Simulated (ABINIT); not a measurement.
# CdTe (F-43m) in ABINIT: further runs

The runs below take CdTe through single point, with r2SCAN, LDA.

All numbers are computed with ABINIT 10.8.3 (patched build); they aren't measurements. Logs are shortened: lines on timing, memory, paths and dates and some standing lists are left out, and cuts for length are marked. The log counts tension as positive stress, the text compression.

**Experimental background.**

A printed reference work, data compilation reports, for a bulk crystal of CdTe at 0 K: band gap 1.607 eV.

The runs below are set against these values where they give the same quantity.

**1. The crystal as given**

The structure is cubic, space group F-43m (No. 216). Conventional cell: a = 6.410 Å, b = 6.410 Å, c = 6.410 Å, α = 90.00°, β = 90.00°, γ = 90.00°. Te (site symmetry -43m) is surrounded by 4 Cd at 2.78 Å. Cd (site symmetry -43m) has 4 Te at 2.78 Å as nearest neighbours.

**2. Single point, r2SCAN**

File run.abi:

```
# Pseudopotentials
pp_dirpath "./"
pseudos "Te.GGA_PBE-JTH.xml, Cd.GGA_PBE-JTH.xml"

# Structure
acell 4.5325544674 4.5325544674 4.5325544674 Angstrom
rprim
     0.0000000000     0.7071067812     0.7071067812
     0.7071067812     0.0000000000     0.7071067812
     0.7071067812     0.7071067812     0.0000000000
ntypat 2
znucl 52 48
natom 2
typat 1 2
xred
     0.7500000000     0.7500000000     0.7500000000
     0.0000000000     0.0000000000     0.0000000000

# Plane-wave basis
ecut 20.0
pawecutdg 40.0

# k points
kptopt 1
ngkpt 6 6 6
nshiftk 1
shiftk 0.0 0.0 0.0

# Exchange and correlation
ixc -497498
usekden 1
pawxcdev 0

# Bands and occupations
nband 13
occopt 3
tsmear 0.00183747

# SCF cycle
nstep 100
tolvrs 1.0e-7

# Output
iomode 3
prtwf 0
prtden 0
prteig 0
prtebands 0
enunit 1
```

Potentials or basis: JTH PAW PBE v2.0.

On the command line:

```sh
$ abinit run.abi > log 2>&1
```

run.abo:

```text
.Version 10.8.3 of ABINIT
 Symmetries : space group F-4 3 m (#216); Bravais cF (face-center cubic)
================================================================================
 Values of the parameters that define the memory need of the present run
     intxc =       0    ionmov =       0      iscf =      17    lmnmax =      18
     lnmax =       6     mgfft =      36  mpssoang =       3    mqgrid =    3001
     natom =       2  nloc_mem =       2    nspden =       1   nspinor =       1
    nsppol =       1      nsym =      24    n1xccc =       1    ntypat =       2
    occopt =       3   xclevel =       2
       mpw =        1908          nfft =       46656          nkpt =          16
 PAW method is used; the additional fine FFT grid is defined by:
   mgfftf=        50    nfftf =    125000
================================================================================
================================================================================

--------------------------------------------------------------------------------
------------- Echo of variables that govern the present computation ------------
--------------------------------------------------------------------------------
 -outvars: echo values of preprocessed input variables --------
            acell      8.5652865941E+00  8.5652865941E+00  8.5652865941E+00 Bohr
              amu      1.27600000E+02  1.12411000E+02
             ecut      2.00000000E+01 Hartree
           enunit           1
              ixc     -497498
         kptrlatt        6    0    0      0    6    0      0    0    6
          kptrlen      5.13917196E+01
            natom           2
            nband          13
            ngfft          36      36      36
          ngfftdg          50      50      50
             nkpt          16
            nstep         100
             nsym          24
           ntypat           2
           occopt           3
        pawecutdg      4.00000000E+01 Hartree
         pawxcdev           0
           prtden           0
        prtebands           0
           prteig           0
          prtkden           1
            prtwf           0
            rprim      0.0000000000E+00  7.0710678120E-01  7.0710678120E-01
                       7.0710678120E-01  0.0000000000E+00  7.0710678120E-01
                       7.0710678120E-01  7.0710678120E-01  0.0000000000E+00
          spgroup         216
           tolvrs      1.00000000E-07
           tsmear      1.83747000E-03 Hartree
            typat      1  2
          usekden           1
           useylm           1
           xangst      4.8075000001E+00  4.8075000001E+00  4.8075000001E+00
                       0.0000000000E+00  0.0000000000E+00  0.0000000000E+00
            xcart      9.0848583505E+00  9.0848583505E+00  9.0848583505E+00
                       0.0000000000E+00  0.0000000000E+00  0.0000000000E+00
             xred      7.5000000000E-01  7.5000000000E-01  7.5000000000E-01
                       0.0000000000E+00  0.0000000000E+00  0.0000000000E+00
            znucl       52.00000   48.00000

================================================================================

 chkinp: Checking input parameters for consistency.

================================================================================
== DATASET  1 ==================================================================

--- !DatasetInfo
iteration_state: {dtset: 1, }
dimensions: {natom: 2, nkpt: 16, mband: 13, nsppol: 1, nspinor: 1, nspden: 1, mpw: 1908, }
cutoff_energies: {ecut:  20.0, pawecutdg:  40.0, }
electrons: {nelect:   1.80000000E+01, charge:   0.00000000E+00, occopt:   3.00000000E+00, tsmear:   1.83747000E-03, }
meta: {optdriver: 0, ionmov: 0, optcell: 0, iscf: 17, paral_kgb: 0, }
...

 Real(R)+Recip(G) space primitive vectors, cartesian coordinates (Bohr,Bohr^-1):
 R(1)=  0.0000000  6.0565722  6.0565722  G(1)= -0.0825549  0.0825549  0.0825549
 R(2)=  6.0565722  0.0000000  6.0565722  G(2)=  0.0825549 -0.0825549  0.0825549
 R(3)=  6.0565722  6.0565722  0.0000000  G(3)=  0.0825549  0.0825549 -0.0825549
 Unit cell volume ucvol=  4.4433518E+02 bohr^3
 Angles (23,13,12)=  6.00000000E+01  6.00000000E+01  6.00000000E+01 degrees

 Coarse grid specifications (used for wave-functions):

 getcut: wavevector=  0.0000  0.0000  0.0000  ngfft=  36  36  36
         ecut(hartree)=     20.000   => boxcut(ratio)=   2.08776

 Fine grid specifications (used for densities):

 getcut: wavevector=  0.0000  0.0000  0.0000  ngfft=  50  50  50
         ecut(hartree)=     40.000   => boxcut(ratio)=   2.05119

--- Pseudopotential description ------------------------------------------------
- pspini: atom type   1  psp file is ./Te.GGA_PBE-JTH.xml
 Pseudopotential format is: paw10
 basis_size (lnmax)=  4 (lmn_size=  8), orbitals=   0   0   1   1
 Spheres core radius: rc_sph= 2.31107438
 Shapefunction is SIN type: shapef(r)=[sin(pi*r/rshp)/(pi*r/rshp)]**2
 Radius for shape functions =  2.10488624
 Compensation charge density is not taken into account in XC energy/potential

- pspini: atom type   2  psp file is ./Cd.GGA_PBE-JTH.xml
 Pseudopotential format is: paw10
 basis_size (lnmax)=  6 (lmn_size= 18), orbitals=   0   0   1   1   2   2
 Spheres core radius: rc_sph= 2.50233826
 Shapefunction is BESSEL type: shapef(r,l)=aa(1,l)*jl(q(1,l)*r)+aa(2,l)*jl(q(2,l)*r)
 Radius for shape functions =  2.31074885
 Compensation charge density is not taken into account in XC energy/potential

   2.44797133E+03                                ecore*ucvol(ha*bohr**3)
--------------------------------------------------------------------------------

================================================================================

--- !BeginCycle
iteration_state: {dtset: 1, }
solver: {iscf: 17, nstep: 100, nline: 4, wfoptalg: 10, }
tolerances: {tolvrs: 1.00E-07, }
...

     iter   Etot(hartree)      deltaE(h)  residm     nres2
 ETOT  1  -14.727575297115    -1.473E+01 1.559E-01 5.082E+02
 ETOT  2  -14.788497708828    -6.092E-02 1.353E-01 2.285E+02
 ETOT  3  -14.569317262778     2.192E-01 2.001E-02 7.850E+01
 ETOT  4  -14.526898865409     4.242E-02 5.058E-03 4.318E+01
 ETOT  5  -14.516753709604     1.015E-02 2.099E-03 5.313E-02
 ETOT  6  -14.518231917834    -1.478E-03 3.137E-03 1.523E+00
 ETOT  7  -14.516737071147     1.495E-03 1.942E-04 6.125E-03
 ETOT  8  -14.516779509953    -4.244E-05 1.723E-04 8.054E-03
 ETOT  9  -14.516834469831    -5.496E-05 1.076E-04 7.917E-05
 ETOT 10  -14.516853007133    -1.854E-05 1.154E-04 1.717E-05
 ETOT 11  -14.516859103804    -6.097E-06 1.382E-04 4.943E-06
 ETOT 12  -14.516862583056    -3.479E-06 1.552E-04 2.098E-06
 ETOT 13  -14.516864842750    -2.260E-06 1.764E-04 9.133E-07
 ETOT 14  -14.516865901458    -1.059E-06 2.101E-04 1.277E-07
 ETOT 15  -14.516866405616    -5.042E-07 2.505E-04 3.305E-07
 ETOT 16  -14.516866718619    -3.130E-07 3.046E-04 1.457E-07
 ETOT 17  -14.516866831062    -1.124E-07 3.634E-04 7.381E-07
 ETOT 18  -14.516866991862    -1.608E-07 4.452E-04 1.596E-07
 ETOT 19  -14.516867063528    -7.167E-08 5.164E-04 9.970E-08

 At SCF step   19       nres2   =  9.97E-08 < tolvrs=  1.00E-07 =>converged.

Result for kinetic energy density :

--------------------------------------------------------------------------------
 Total kinetic energy density [Ha/Bohr^3]
)     Maximum=    9.1072E-01  at reduced coord.    0.9600    0.9600    0.9800
)     Minimum=    4.9376E-04  at reduced coord.    0.2600    0.2400    0.2400
   Integrated=    1.5285E+01
--------------------------------------------------------------------------------

 Cartesian components of stress tensor (hartree/bohr^3)
  sigma(1 1)= -1.12415499E-04  sigma(3 2)=  0.00000000E+00
  sigma(2 2)= -1.12415499E-04  sigma(3 1)=  0.00000000E+00
  sigma(3 3)= -1.12415499E-04  sigma(2 1)=  0.00000000E+00

--- !ResultsGS
iteration_state: {dtset: 1, }
comment   : Summary of ground state results
lattice_vectors:
- [  0.0000000,   6.0565722,   6.0565722, ]
- [  6.0565722,   0.0000000,   6.0565722, ]
- [  6.0565722,   6.0565722,   0.0000000, ]
lattice_lengths: [   8.56529,    8.56529,    8.56529, ]
lattice_angles: [ 60.000,  60.000,  60.000, ] # degrees, (23, 13, 12)
lattice_volume:   4.4433518E+02
convergence: {deltae: -7.167E-08, res2:  9.970E-08, residm:  5.164E-04, diffor: null, }
etotal    :  -1.45168671E+01
entropy   :   0.00000000E+00
fermie    :  -7.59283734E-02
cartesian_stress_tensor: # hartree/bohr^3
- [ -1.12415499E-04,   0.00000000E+00,   0.00000000E+00, ]
- [  0.00000000E+00,  -1.12415499E-04,   0.00000000E+00, ]
- [  0.00000000E+00,   0.00000000E+00,  -1.12415499E-04, ]
pressure_GPa:   3.3074E+00
xred      :
- [  7.5000E-01,   7.5000E-01,   7.5000E-01, Te]
- [  0.0000E+00,   0.0000E+00,   0.0000E+00, Cd]
cartesian_forces: # hartree/bohr
- [ -4.44582368E-29,  -4.44582368E-29,   1.33374710E-28, ]
- [  4.44582368E-29,   4.44582368E-29,  -1.33374710E-28, ]
force_length_stats: {min:   1.47451290E-28, max:   1.47451290E-28, mean:   1.47451290E-28, }
...

 Integrated electronic density in atomic spheres:
 ------------------------------------------------
 Atom  Sphere_radius  Integrated_density
    1        2.31107          3.16475821
    2        2.50234         10.47314661

================================================================================

 ----iterations are completed or convergence reached----

 Mean square residual over all n,k,spin=   29.425E-07; max=  51.645E-05
 reduced coordinates (array xred) for    2 atoms
       0.750000000000      0.750000000000      0.750000000000
       0.000000000000      0.000000000000      0.000000000000
 rms dE/dt=  7.6160E-28; max dE/dt=  1.0771E-27; dE/dt below (all hartree)
    1       0.000000000000      0.000000000000      0.000000000000
    2       0.000000000000      0.000000000000     -0.000000000000

 cartesian coordinates (angstrom) at end:
    1      4.80750000008534     4.80750000008534     4.80750000008534
    2      0.00000000000000     0.00000000000000     0.00000000000000

 cartesian forces (hartree/bohr) at end:
    1     -0.00000000000000    -0.00000000000000     0.00000000000000
    2      0.00000000000000     0.00000000000000    -0.00000000000000
 frms,max,avg= 8.5131042E-29 1.3337471E-28   0.000E+00  0.000E+00  0.000E+00 h/b

 cartesian forces (eV/Angstrom) at end:
    1     -0.00000000000000    -0.00000000000000     0.00000000000000
    2      0.00000000000000     0.00000000000000    -0.00000000000000
 frms,max,avg= 4.3776142E-27 6.8584034E-27   0.000E+00  0.000E+00  0.000E+00 e/A
 length scales=  8.565286594146  8.565286594146  8.565286594146 bohr
              =  4.532554467400  4.532554467400  4.532554467400 angstroms
 Fermi (or HOMO) energy (eV) =  -2.06612   Average Vxc (eV)=  -9.04092
 Eigenvalues (   eV  ) for nkpt=  16  k points:
 kpt#   1, nband= 13, wtk=  0.00463, kpt=  0.0000  0.0000  0.0000 (reduced coord)
 -14.52129  -11.47150  -11.47150  -11.47150  -11.15671  -11.15671   -2.78276   -2.78276
  -2.78276   -1.40633    2.24767    2.24767    2.24769
 prteigrs : prtvol=0 or 1, do not print more k-points.

--- !EnergyTerms
iteration_state     : {dtset: 1, }
comment             : Components of total free energy in Hartree
kinetic             :  1.52848682155011E+01
hartree             :  1.56287549044815E+01
xc                  : -6.85143657748617E+00
Ewald energy        : -3.88319463854072E+01
psp_core            :  5.50928992253162E+00
local_psp           : -4.59861789865117E+01
PAW spherical_terms :  4.07295420101985E+01
internal            : -1.45171068966924E+01
'-kT*entropy'       : -9.39749359612175E-10
total_energy        : -1.45171068976321E+01
total_energy_eV     : -3.95030602965663E+02
...

--- !EnergyTermsDC
iteration_state     : {dtset: 1, }
comment             : '"Double-counting" decomposition of free energy'
band_energy         : -6.26984136858408E+00
Ewald energy        : -3.88319463854072E+01
psp_core            :  5.50928992253162E+00
xc_dc               : -1.55505954600775E+01
PAW spherical_terms :  4.06262262289489E+01
internal            : -1.45168670625883E+01
'-kT*entropy'       : -9.39749359612175E-10
total_energy_dc     : -1.45168670635280E+01
total_energy_dc_eV  : -3.95024076747222E+02
...

--- !EnergyTermsWithPAWCore
iteration_state     : {dtset: 1, }
comment             : 'Components of total free energy, including PAW core contributions'
Total energy        : -1.23903717023362E+04
Total energy DC     : -1.23903714625021E+04
Total energy (eV)   : -3.37159190123542E+05
Total energy DC (eV): -3.37159183597324E+05
...

 Cartesian components of stress tensor (hartree/bohr^3)
  sigma(1 1)= -1.12415499E-04  sigma(3 2)=  0.00000000E+00
  sigma(2 2)= -1.12415499E-04  sigma(3 1)=  0.00000000E+00
  sigma(3 3)= -1.12415499E-04  sigma(2 1)=  0.00000000E+00

-Cartesian components of stress tensor (GPa)         [Pressure=  3.3074E+00 GPa]
- sigma(1 1)= -3.30737818E+00  sigma(3 2)=  0.00000000E+00
- sigma(2 2)= -3.30737818E+00  sigma(3 1)=  0.00000000E+00
- sigma(3 3)= -3.30737818E+00  sigma(2 1)=  0.00000000E+00

== END DATASET(S) ==============================================================
================================================================================

 -outvars: echo values of variables after computation  --------
            acell      8.5652865941E+00  8.5652865941E+00  8.5652865941E+00 Bohr
           etotal     -1.4516867064E+01
            fcart     -4.4458236760E-29 -4.4458236760E-29  1.3337471028E-28
                       4.4458236760E-29  4.4458236760E-29 -1.3337471028E-28
            rprim      0.0000000000E+00  7.0710678120E-01  7.0710678120E-01
                       7.0710678120E-01  0.0000000000E+00  7.0710678120E-01
                       7.0710678120E-01  7.0710678120E-01  0.0000000000E+00
           strten     -1.1241549932E-04 -1.1241549932E-04 -1.1241549932E-04
                       0.0000000000E+00  0.0000000000E+00  0.0000000000E+00
           xangst      4.8075000001E+00  4.8075000001E+00  4.8075000001E+00
                       0.0000000000E+00  0.0000000000E+00  0.0000000000E+00
             xred      7.5000000000E-01  7.5000000000E-01  7.5000000000E-01
                       0.0000000000E+00  0.0000000000E+00  0.0000000000E+00
 Calculation completed.
```

Wall time 2.5 min (1 thread of Arm Neoverse N1, shared host); peak memory 0.16 GiB.

Results:

```yaml
Free_energy: -395.0241 eV
Band_gap_on_the_k_mesh: 1.38 eV, direct
Valence_electrons_inside_the_program's_atomic_spheres: Te 3.16; Cd 10.47
```

Caveat: the cutoff is too short for stress, so the log's stress isn't used; totals of a meta-GGA on PAW files have another zero than those of a GGA; the PAW data sets were made with another functional, which shifts forces and pressure a little; spin-orbit coupling is left out, which moves the levels of the heavy elements.

(Continued in part 2 of 2.)
